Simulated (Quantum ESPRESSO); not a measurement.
Runs of Quantum ESPRESSO 7.5 on BN. It takes space group F-43m (No. 216, cubic). Conventional cell: a = 3.626 Å, b = 3.626 Å, c = 3.626 Å, α = 90.00°, β = 90.00°, γ = 90.00°. N (site symmetry -43m) has 4 B at 1.57 Å as nearest neighbours. B (site symmetry -43m) is surrounded by 4 N at 1.57 Å. The cell is a database's computed one.

```csv
task,level,potentials or basis,cell,k mesh,cutoff (eV),mesh quality,pressure (GPa)
phonons,revPBE,PseudoDojo 0.4.1 SR PBE standard,relaxed,"8 × 8 × 8, shifted",1143,not flagged,0.0
dielectric tensor,PBEsol,GBRV 1.5 PBEsol,as given,"16 × 16 × 16, shifted",612,not flagged,-5.8
dielectric tensor,PBEsol,GBRV 1.5 PBEsol,as given,"10 × 10 × 10, shifted",612,not flagged,-5.8
dielectric tensor,PBEsol,GBRV 1.5 PBEsol,as given,"4 × 4 × 4, shifted",612,coarse,-5.8
phonons,PBE,PseudoDojo 0.4.1 SR PBE standard,relaxed,"8 × 8 × 8, shifted",1143,not flagged,0.0
dielectric tensor,PBEsol,GBRV 1.5 PBEsol,as given,"8 × 8 × 8, shifted",612,not flagged,-5.8
phonons,AM05,PseudoDojo 0.4.1 SR PBE standard,relaxed,"8 × 8 × 8, shifted",1143,not flagged,0.0
dielectric tensor,PBEsol,GBRV 1.5 PBEsol,as given,"14 × 14 × 14, shifted",612,not flagged,-5.8
phonons,WC,PseudoDojo 0.4.1 SR PBE standard,relaxed,"8 × 8 × 8, shifted",1143,not flagged,0.0
dielectric tensor,AM05,GBRV 1.5 PBE,as given,"10 × 10 × 10, shifted",612,not flagged,(a)
dielectric tensor,WC,GBRV 1.5 PBE,as given,"10 × 10 × 10, shifted",612,not flagged,-5.3
dielectric tensor,PBE,GBRV 1.5 PBE,as given,"10 × 10 × 10, shifted",612,not flagged,-0.5
```

Alike in all rows: no spin polarisation; smearing fermi-dirac 0.05 eV.

Task: Estimate the missing entries.

Result: (a) -6.3.

Caveats: some runs use coarse meshes; the cell is more than 3 GPa from zero pressure, which shifts response properties (some runs); the potentials were made for another functional, which shifts forces and pressure (some runs).
